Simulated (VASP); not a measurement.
# Cd (Fm-3m) in VASP: notebook, part 2 of 2

VASP 6.6.1. The steps go on from the part before.

**4. Single point, PBEsol (strain -0.030 along x and y, +0.000 along z, atoms carried along)**

INCAR

```
SYSTEM = Cd
ALGO = Fast
EDIFF = 1E-7
ENCUT = 520
GGA = PS
ISIF = 2
ISMEAR = 0
LASPH = .True.
LCHARG = .True.
LELF = .True.
LREAL = .False.
LVHAR = .True.
LWAVE = .False.
NBANDS = 12
NELM = 60
PREC = Accurate
SIGMA = 0.15
```

KPOINTS

```
k-points
0
Gamma
  18 18 18
  0 0 0
```

POSCAR

```
Cd
1.0
    0.0000000000      2.1516052575      2.2181497500
    2.1516052575      0.0000000000      2.2181497500
    2.1516052575      2.1516052575      0.0000000000
Cd
1
Direct
    0.0000000000      0.0000000000      0.0000000000
```

Potentials or basis: VASP PAW PBE potentials, release 64 (Cd).

Started as:

```sh
> cat potpaw_PBE.64/Cd/POTCAR > POTCAR
> mpirun -np 1 vasp_std > vasp.out
```

OUTCAR:

```text
SYSTEM = Cd
   EDIFF = 1E-7
   ENCUT = 520
   GGA = PS
   ISIF = 2
   ISMEAR = 0
   LASPH = .True.
   LREAL = .False.
   NELM = 60
   PREC = Accurate

 ion  position               nearest neighbor table
   1  0.000  0.000  0.000-

  LATTYP: Found a body centered tetragonal cell.
 ALAT       =     3.0428293360
 C/A-ratio  =     1.4579521262

  Lattice vectors:

 A1 = (  -2.1516052575,   0.0000000000,   2.2181497500)
 A2 = (   2.1516052575,   0.0000000000,   2.2181497500)
 A3 = (   0.0000000000,   2.1516052575,  -2.2181497500)

Analysis of symmetry for initial positions (statically):
=====================================================================
 Subroutine PRICEL returns:
 Original cell was already a primitive cell.

 Routine SETGRP: Setting up the symmetry group for a
 body centered tetragonal supercell.

 Subroutine GETGRP returns: Found 16 space group operations
 (whereof 16 operations were pure point group operations)
 out of a pool of 16 trial point group operations.

The static configuration has the point symmetry D_4h.

Analysis of symmetry for dynamics (positions and initial velocities):
=====================================================================
 Subroutine PRICEL returns:
 Original cell was already a primitive cell.

 Routine SETGRP: Setting up the symmetry group for a
 body centered tetragonal supercell.

 Subroutine GETGRP returns: Found 16 space group operations
 (whereof 16 operations were pure point group operations)
 out of a pool of 16 trial point group operations.

The dynamic configuration has the point symmetry D_4h.

 Subroutine INISYM returns: Found 16 space group operations
 (whereof 16 operations are pure point group operations),
 and found     1 'primitive' translations

----------------------------------------------------------------------------------------

                                     Primitive cell

  volume of cell :      20.5374

  direct lattice vectors                    reciprocal lattice vectors
     0.000000000  2.151605257  2.218149750    -0.232384634  0.232384634  0.225413095
     2.151605257  0.000000000  2.218149750     0.232384634 -0.232384634  0.225413095
     2.151605257  2.151605257  0.000000000     0.232384634  0.232384634 -0.225413095

  length of vectors
     3.090241657  3.090241657  3.042829336     0.398517628  0.398517628  0.398517628

  position of ions in fractional coordinates (direct lattice)
     0.000000000  0.000000000  0.000000000

  ion indices of the primitive-cell ions
   primitive index   ion index
                 1           1

----------------------------------------------------------------------------------------

 KPOINTS: k-points

Automatic generation of k-mesh.
 Grid dimensions read from file:
 generate k-points for:   18   18   18

 Generating k-lattice:

  Cartesian coordinates                     Fractional coordinates (reciprocal lattice)
    -0.012910257  0.012910257  0.012522950     0.055555556  0.000000000  0.000000000
     0.012910257 -0.012910257  0.012522950     0.000000000  0.055555556  0.000000000
     0.012910257  0.012910257 -0.012522950     0.000000000  0.000000000  0.055555556

  Length of vectors
     0.022139868  0.022139868  0.022139868

  Shift w.r.t. Gamma in fractional coordinates (k-lattice)
     0.000000000  0.000000000  0.000000000

 Subroutine IBZKPT returns following result:
 ===========================================

 Found    480 irreducible k-points:

 Following reciprocal coordinates:
            Coordinates               Weight
  0.000000  0.000000  0.000000      1.000000
  0.055556  0.000000  0.000000      8.000000
  0.111111  0.000000  0.000000      8.000000
  0.166667  0.000000  0.000000      8.000000
  0.222222  0.000000  0.000000      8.000000
  0.277778 -0.000000  0.000000      8.000000
[... 16 lines left out ...]
 -0.277778  0.055556  0.000000      8.000000
 -0.222222  0.055556  0.000000      8.000000
 [... further k-points ...]
   k-points           NKPTS =    480   k-points in BZ     NKDIM =    480   number of bands    NBANDS=     12
   number of dos      NEDOS =    301   number of ions     NIONS =      1
   total plane-waves  NPLWV =  13824
   dimension x,y,z NGX =    24 NGY =   24 NGZ =   24
   dimension x,y,z NGXF=    48 NGYF=   48 NGZF=   48
   ions per type =               1
   NGX,Y,Z   is equivalent  to a cutoff of  12.91, 12.91, 13.11 a.u.
   NGXF,Y,Z  is equivalent  to a cutoff of  25.82, 25.82, 26.22 a.u.
 SYSTEM =  Cd
   PREC   = accura    normal or accurate (medium, high low for compatibility)
   ISTART =      0    job   : 0-new  1-cont  2-samecut
   ICHARG =      2    charge: 1-file 2-atom 10-const
   ISPIN  =      1    spin polarized calculation?
   LNONCOLLINEAR =      F non collinear calculations
   LSORBIT =      F    spin-orbit coupling
   LASPH  =      T    aspherical Exc in radial PAW
   ENCUT  =  520.0 eV  38.22 Ry    6.18 a.u.   5.75  5.75  5.66*2*pi/ulx,y,z
   NELM   =     60;   NELMIN=  2; NELMDL= -5     # of ELM steps
   EDIFF  = 0.1E-06   stopping-criterion for ELM
   LREAL  =      F    real-space projection
   EDIFFG = 0.1E-05   stopping-criterion for IOM
   NSW    =      0    number of steps for IOM
   IBRION =     -1    ionic relax: 0-MD 1-quasi-New 2-CG
   NFREE  =      0    steps in history (QN), initial steepest desc. (CG)
   ISIF   =      2    stress and relaxation
   ISYM   =      2    0-nonsym 1-usesym 2-fastsym
   POTIM  = 0.5000    time-step for ionic-motion
   TEBEG  =    0.0;   TEEND  =   0.0 temperature during run
   PSTRESS=    0.0 pullay stress
   NELECT =      12.0000    total number of electrons
   NUPDOWN=      -1.0000    fix difference up-down
   EMIN   =  10.00;   EMAX   =-10.00  energy-range for DOS
   EFERMI =   0.00;   METHOD = LEGACY
   ISMEAR =     0;   SIGMA  =   0.15  broadening in eV -4-tet -1-fermi 0-gaus
   EFERMI_NEDOS =   21; number of points for ismear=-14 and -15
   IALGO  =     68    algorithm
   IMIX   =      4    mixing-type and parameters
     AMIX     =   0.40;   BMIX     =  1.00
     AMIX_MAG =   1.60;   BMIX_MAG =  1.00
  volume/ion in A,a.u.               =      20.54       138.59
  Fermi-wavevector in a.u.,A,eV,Ry     =   1.368632  2.586339 25.485786  1.873152
  Thomas-Fermi vector in A             =   2.494579
   LORBIT       =      0    0 simple, 1 ext, 2 COOP (PROOUT), +10 PAW based schemes
   GGA     = PS    functional components
   LHFCALC =     F    Hartree Fock is set to
   AEXX    =    0.0000 exact exchange contribution
   IVDW    =     0    specifies the selected vdW correction
   LEPSILON=     F    determine dielectric tensor
   LRPA    =     F    only Hartree local field effects (RPA)
 non-spin polarized calculation
 RMM-DIIS sequential band-by-band and
 Gauss-broadening in eV      SIGMA  =   0.15
  energy-cutoff  :      520.00
  volume of cell :       20.54
 maximum number of plane-waves:       568
   NGX = 11   NGY = 11   NGZ = 11

 number of electron      12.0000001 magnetization

 Free energy of the ion-electron system (eV)
  ---------------------------------------------------
  ext. energy  EPLUGINS =         0.00000000
  ---------------------------------------------------
  free energy    TOTEN  =        -1.18437065 eV

  energy without entropy =       -1.18026323  energy(sigma->0) =       -1.18231694

 E-fermi :   3.0619     XC(G=0): -11.4913

 val. band max:        3.0339980880   @ k =  -0.3889   0.0556   0.3333
 cond. band min:       3.0780143610   @ k =  -0.2778   0.3333   0.2778
 fundamental gap:      0.0440162730
 Fermi energy:         3.0619383929

 k-point     1 :       0.0000    0.0000    0.0000
  band No.  band energies     occupation
      1      -6.2129      2.00000
      2      -6.1819      2.00000
      3      -6.0969      2.00000
      4      -6.0969      2.00000
      5      -5.6671      2.00000
      6      -5.5609      2.00000
      7      17.2249      0.00000
      8      18.6423      0.00000
      9      18.6423      0.00000
     10      18.6440      0.00000
     11      22.1056      0.00000
     12      22.1258      0.00000
[... 331 lines left out ...]
 k-point    24 :      -0.2222    0.0556    0.0000
  band No.  band energies     occupation
      1      -6.4067      2.00000
      2      -6.0752      2.00000
      3      -5.9573      2.00000
      4      -5.5963      2.00000
      5      -5.5458      2.00000
      6      -4.3067      2.00000
      7       9.9871      0.00000
      8      15.0119      0.00000
      9      18.1031      0.00000
     10      18.6645      0.00000
     11      21.1642      0.00000
     12      21.6277      0.00000

 [... further k-points ...]

------------------------ aborting loop because EDIFF is reached ----------------------------------------

  FORCE on cell =-STRESS in cart. coord.  units (eV):
  Direction    XX          YY          ZZ          XY          YZ          ZX
  --------------------------------------------------------------------------------------
  -------------------------------------------------------------------------------------
  Total        0.2804989      0.2804989      0.0886360      0.0000000     -0.0000000     -0.0000000
  in kB       21.8824400     21.8824400      6.9147232      0.0000000     -0.0000000     -0.0000000
  external PRESSURE =      16.8932010 kB  Pullay stress =       0.0000000 kB

 VOLUME and BASIS-vectors are now :
 -----------------------------------------------------------------------------
  energy-cutoff  :      520.00
  volume of cell :       20.54
      direct lattice vectors                 reciprocal lattice vectors
     0.000000000  2.151605257  2.218149750    -0.232384634  0.232384634  0.225413095
     2.151605257  0.000000000  2.218149750     0.232384634 -0.232384634  0.225413095
     2.151605257  2.151605257  0.000000000     0.232384634  0.232384634 -0.225413095

 POSITION                                       TOTAL-FORCE (eV/Angst)
 -----------------------------------------------------------------------------------
      0.00000      0.00000      0.00000        -0.000000      0.000000     -0.000000
 -----------------------------------------------------------------------------------
    total drift:                               -0.000000      0.000000     -0.000000

  FREE ENERGIE OF THE ION-ELECTRON SYSTEM (eV)
  ---------------------------------------------------
  free  energy   TOTEN  =        -1.1843706502 eV

  energy  without entropy=       -1.1802632348  energy(sigma->0) =       -1.18231694
```

stdout:

```text
POSCAR found type information on POSCAR Cd
 POSCAR found :  1 types and       1 ions
 scaLAPACK will be used
 -----------------------------------------------------------------------------
|                                                                             |
|                                                                             |
|     You enforced a specific xc type in the INCAR file but a different       |
|     I HOPE YOU KNOW WHAT YOU ARE DOING!                                     |
|                                                                             |
 -----------------------------------------------------------------------------

 LDA part: xc-table for (Slater+PW92), standard interpolation
 POSCAR, INCAR and KPOINTS ok, starting setup
 FFT: planning ... GRIDC
 FFT: planning ... GRID_SOFT
 FFT: planning ... GRID
 WAVECAR not read
 entering main loop
```

It took 49 s on 1 thread of Intel Xeon Platinum 8488C (Sapphire Rapids), shared host; peak memory 0.22 GiB.

Results:

```yaml
Free_energy: -1.1844 eV
Pressure: 1.7 GPa
Band_gap_on_the_k_mesh: none (metal or under the smearing width)
```

Stress tensor (GPa, compression positive):
```
2.19 0.00 0.00
0.00 2.19 0.00
0.00 0.00 0.69
```

Caveat: the PAW data sets were made with another functional, which shifts forces and pressure a little.

**5. Overview**

| cell | gap on the mesh (eV) | pressure (GPa) |
| --- | --- | --- |
| strain +0.030 along x and y, +0.030 along z, atoms carried along | none | -5.0 |
| strain +0.015 along x and y, -0.030 along z, atoms carried along | none | -1.7 |
| strain -0.030 along x and y, +0.000 along z, atoms carried along | none | 1.7 |

Alike in all rows: task single point; level PBEsol; potentials or basis VASP PAW PBE potentials, release 64 (Cd); no spin polarisation; k mesh 18 × 18 × 18; cutoff (eV) 520; smearing gaussian 0.15 eV.

Caveats: the PAW data sets were made with another functional, which shifts forces and pressure a little.

Total energies depend on the potentials used, so only differences within one code and one set of settings carry meaning.
